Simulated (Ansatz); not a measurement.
MgTe: experiment and calculation

**What was measured.**

From a printed reference work, data compilation, for a bulk crystal of MgTe at 300 K: lattice constant c 7.39 Å.

The results are compared with them further down.

These are results of DFT r2SCAN, scalar-relativistic, plane waves, PAW (Ansatz 0.2.0), not measurements.

Settings: cutoff 500 eV, Γ-centred mesh 6×6×4 on the computed 4-atom cell, Gaussian smearing of 0.02 eV; no spin polarisation.

Relaxed structure, symmetry kept:

Space group P6_3mc (No. 186). a = 4.577 Å, b = 4.577 Å, c = 7.452 Å, α = 90.00°, β = 90.00°, γ = 120.00°
```json
{"atom": "Mg", "site": "2b", "symmetry": "3m.", "x": "0.3333", "y": "0.6667", "z": "0.0044"}
{"atom": "Te", "site": "2b", "symmetry": "3m.", "x": "0.3333", "y": "0.6667", "z": "0.3806"}
```

* Space group: P6_3mc (No. 186)
* Volume per atom: 33.81 Å³
* Formation energy from the elements' standard states (uncorrected): -1.062 eV/atom
* Generalised Kohn–Sham band gap: 3.16 eV, indirect from (-0.010, 0.005, 0.000) to Γ
* Löwdin character of the top 1 eV of the valence band: Te 5p 96 %
* Electron masses at the edge by Cartesian direction of the standard setting (m_e; degenerate bands sorted by energy; no spin-orbit coupling): x: 0.20; y: 0.20; z: 0.18
* Hole masses at the edge by Cartesian direction of the standard setting (m_e; degenerate bands sorted by energy; no spin-orbit coupling): x: 2.4, 2.6, 0.21; y: 3.8, 2.7, 0.20; z: 0.32, 2.0, 0.33
* Bulk modulus: 37 GPa
* Its pressure derivative: 4.1
* Bader charges (e): Mg (2 in the cell) 1.61, Te (2 in the cell) -1.61

Spin-orbit coupling is left out, which matters for the bands of heavy elements.

Against the measured lattice constant c of MgTe, 7.39 Å (300 K; a printed reference work, data compilation), the calculated 7.452 Å is off by +0.8 %. The measured value has few digits, which limits the comparison. The calculation is for 0 K without zero-point motion.

Cost: 8 runs of about 8.1 core-minutes in all, on Arm Neoverse V1 (shared hosts).